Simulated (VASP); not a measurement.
# C: equation of state with LDA

The system is C.

```
C
1.0
     2.11797   -1.22314   -0.00365
     2.11797    1.22314   -0.00365
    -1.37901    0.00000    3.27438
C
2
Cartesian
  -0.6731 0.0000 3.2723
  3.5300 0.0000 -0.0052
```

This is a stacking variant of graphite.

| Item | Value |
| --- | --- |
| Program | VASP 6.6.1 |
| Task | equation of state |
| Functional | LDA |
| Potentials or basis | VASP PAW LDA potentials, release 64 (C) |
| Cutoff | 520 eV |
| k mesh | 12 × 12 × 8 |
| Occupations | gaussian, width 0.02 eV |
| Spin | no spin polarisation |

```
Equilibrium volume                        : 8.50 Å³/atom
Bulk modulus at fixed shape and positions : 295 GPa
Pressure derivative of the bulk modulus   : 3.6 (rough: it moves with the points fitted)
```

Energy against volume, from the lowest point:
```
volume (Å³/atom)  energy (meV/atom)
           8.137              15.02
           8.307               4.06
           8.476               0.00
           8.646               2.25
           8.815              10.27
```

All runs of the series together: 3 min on 1 thread of Intel(R) Xeon(R) Platinum 8488C (Sapphire Rapids) (shared host).

Caveat: the cell was scaled at fixed shape and fractional positions, which overstates the stiffness of a crystal with free parameters, most of all of layers and chains.
